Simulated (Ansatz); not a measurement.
Sr: from a migration barrier to a jump rate

Theory: Ansatz, DFT PBE, scalar-relativistic, plane waves, PAW. Settings: plane waves to 420 eV, k-mesh 4×4×4 (Γ-centred), Gaussian smearing 0.1 eV. No spin polarisation.

In a supercell of 20 sites an atom of Sr jumps into a neighbouring Sr vacancy, a = 4.26 Å from site to site in the perfect crystal, in a neutral cell. The half-way point, relaxed in its symmetry, lies 0.435 eV above the relaxed vacancy. Take it as the barrier; the order of the saddle wasn't checked, and the cell is small.

Q: With an assumed attempt frequency of 10¹³ s⁻¹, how often does the jump happen, and how fast does the vacancy diffuse?

A: Transition-state theory gives Γ = ν exp(−E/k_BT), and one such jump direction contributes Γa²/6 to the vacancy's diffusion coefficient averaged over directions:

```csv
T (K),E/k_BT,Γ (1/s),Γa²/6 (cm²/s)
300,16.8,4.9 × 10^5,1.5 × 10^-10
600,8.4,2.2 × 10^9,6.7 × 10^-7
1000,5.0,6.4 × 10^10,1.9 × 10^-5
1500,3.4,3.5 × 10^11,1.0 × 10^-4
```

The rate reaches one jump a second at T = E/(k_B ln 10¹³) = 169 K. The number of equivalent jumps multiplies D if they link up through the crystal; a hop between two sites alone gives no long-range diffusion, which then waits on a higher barrier. In either case the atoms' own diffusion carries the vacancy concentration and a correlation factor besides. Rows above the melting point are formal, and so are rows where E/k_BT falls under about 3, since the theory needs rare jumps.

Q: How much does an error of 0.1 eV in the barrier matter?

A: It multiplies the rate by exp(0.1 eV/k_BT): 48 at 300 K and 3.2 at 1000 K, more than the usual doubt about ν at low temperature.

Cost: 2 runs of about 35 core-minutes in all, on Arm Neoverse N1 (shared hosts).